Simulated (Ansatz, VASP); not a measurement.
**One calculation of Si, two programs**

INCAR

```
  PREC = Accurate
  ENCUT = 520
  EDIFF = 1E-6
  ISMEAR = 0
  SIGMA = 0.1
  LREAL = False
  LASPH = True
  NELM = 60
  ALGO = Normal
  ISIF = 2
  LWAVE = False
  LCHARG = False
  GGA = PE
  NBANDS = 11
```

KPOINTS

```
Automatic mesh
0
Gamma
  6 6 6
```

File POSCAR:

```
Si
1.0
    0.0000000000      2.7218511900      2.7218511900
    2.7218511900      0.0000000000      2.7218511900
    2.7218511900      2.7218511900      0.0000000000
Si
2
Direct
    0.7500000000      0.7500000000      0.7500000000
    0.5000000000      0.5000000000      0.5000000000
```

Input for Ansatz:

```yaml
crystal:
  lattice:
    - [0.0, 2.72185119, 2.72185119]
    - [2.72185119, 0.0, 2.72185119]
    - [2.72185119, 2.72185119, 0.0]
  atoms:
    - { symbol: Si, position: [0.75, 0.75, 0.75] }
    - { symbol: Si, position: [0.5, 0.5, 0.5] }
basis:
  ecutwfc: 420
kpoints:
  mp_grid: { grid: [6, 6, 6] }
hamiltonian:
  xc: pbe
scf:
  occupations: { method: gaussian, width: 0.1 }
output:
  forces: true
  stress: true
  eigenvalues: true
```

Alike in both runs: task single point; functional PBE; k mesh 6 × 6 × 6; occupations gaussian, width 0.1 eV; no spin polarisation.

|  | VASP | Ansatz |
| --- | --- | --- |
| version | VASP 6.6.1 | Ansatz 0.2.0 |
| potentials or method | VASP PAW PBE potentials, release 64 (Si) | scalar-relativistic, plane waves, PAW |
| plane-wave cutoff (eV) | 520 | 420 |
| valence electrons in the cell | 8 | 8 |

Ansatz gave:

* gap on the k mesh at the Fermi level (eV): 0.72
* least direct gap on the mesh (eV): 2.55
* pressure (GPa): 1.4

Problem. Estimate VASP's values.

Solution. gap on the k mesh at the Fermi level (eV): 0.72; least direct gap on the mesh (eV): 2.56; pressure (GPa): 1.3.

A k mesh can miss the band edges. As with any semilocal functional, this PBE gap is likely too small.
